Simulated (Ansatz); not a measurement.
HfO2 (fluorite), relaxed with r2SCAN: space group Fm-3m (No. 225), cubic; conventional cell a = 5.058 Å, 10.79 Å³ an atom. Hf has 8 O at 2.19 Å; O has 4 Hf at 2.19 Å. One-shot G0W0@PBE in Ansatz on a 6×6×6 mesh (contour deformation, no spin-orbit coupling), from a PBE gap of 3.803 eV over the mesh points (the G0W0 gap is direct on the mesh); the number N of bands summed and the screening cutoff rise together. Spin-unpolarised throughout; all numbers are computed.

```tsv
N	cutoff (eV)	1000/N	G0W0 gap (eV)
92	100	10.870	5.076
196	180	5.102	5.205
```

Question: Lay a straight line in 1000/N through these rows.

Answer: The slope is -0.0224 eV per unit of 1000/N and the intercept 5.319 eV.

Question: Predict the gap at N = 363 (260 eV).

Answer: 5.319 + (-0.0224) × 2.755 = 5.257 eV; the run gives 5.280 eV, +0.023 eV from the line.

Question: With that run's result added, what limit do the last two rows suggest?

Answer: Their slope is (5.280 − 5.205)/(2.755 − 5.102) = -0.0320, which meets 1/N = 0 at 5.37 eV, against 5.319 eV from the first line. The slope steepens, so 1/N isn't yet asymptotic and the true limit probably lies higher still; the k mesh isn't extrapolated.

Spin-orbit coupling is left out, which matters wherever the heavy atoms make up the band edges.
